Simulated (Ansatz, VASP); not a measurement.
One calculation of Mg3B, two programs

```
CELL_PARAMETERS angstrom
-4.03274 -0.00080 0.00088
0.00085 0.00002 -4.03573
-0.00297 -8.14204 0.00080
ATOMIC_POSITIONS crystal
Mg 0.00002 0.49997 0.75006
Mg 0.99998 0.49991 0.25002
Mg 0.49971 0.50084 0.50002
Mg 0.50032 0.49913 0.00002
Mg 0.50005 0.00000 0.75001
Mg 0.49994 0.99996 0.25006
B 0.99767 0.00547 0.99992
B 0.00230 0.99471 0.49989
```

Change from the starting cell: Cu3Au (L1_2) type (Pm-3m, No. 221); cell x2, atoms moved at random (sigma 0.05 Å) and cell strained at random (1.5 %), then relaxed without symmetry.

Alike in both runs: functional PBE; k mesh 6 × 6 × 4; occupations gaussian, width 0.1 eV; no spin polarisation.

Ansatz relaxed the structure, and its values are those at the end. VASP's run is a single point on that final structure, the one shown.

```csv
,VASP,Ansatz
version,VASP 6.6.1,Ansatz 0.2.0
potentials or method,"VASP PAW PBE potentials, release 64 (Mg, B)","scalar-relativistic, plane waves, PAW"
plane-wave cutoff (eV),520,420
valence electrons in the cell,18,66
```

```csv
,VASP,Ansatz,Ansatz less VASP
gap on the k mesh at the Fermi level (eV),none,none,-
pressure (GPa),-0.1,0.0,+0.13
```

A gap of «none» marks a metal or a gap that the smearing closes. The two sets of potentials don't hold the same shells in valence.
